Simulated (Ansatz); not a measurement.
TiC:

```
CELL_PARAMETERS angstrom
3.04209 0.00000 0.00000
-1.52104 2.63452 0.00000
0.00000 0.00000 2.69797
ATOMIC_POSITIONS crystal
Ti 0.00000 0.00000 0.50000
C 0.33333 0.66667 0.00000
```

The cell was built by a generator and needn't be a form met in nature.

Base run:

| Quantity | Value |
| --- | --- |
| Program | Ansatz 0.2.0 |
| Functional | BLYP |
| Potentials or basis | Ansatz PAW |
| Cutoff | 420 eV (not typed: the program's choice for these potentials) |
| k mesh | 10 × 10 × 10 |
| Occupations | fermi-dirac, width 0.05 eV |
| Spin | no spin polarisation |

Its results: band gap on the k mesh none (metal or under the smearing width); pressure 6.9 GPa.

Question: The run is repeated on the same cell with these changes: functional from BLYP to PBE; cutoff from 420 eV (not typed: the program's choice for these potentials) to 500 eV. What comes out?

Answer: Band gap on the k mesh none (metal or under the smearing width); pressure 0.0 GPa.

PBE binds more tightly than BLYP, so the same cell stands under less pressure.

Caveats: the PAW data sets come from PBE, with cores solved anew for the run's functional, which leaves a small shift of forces and pressure (some runs).
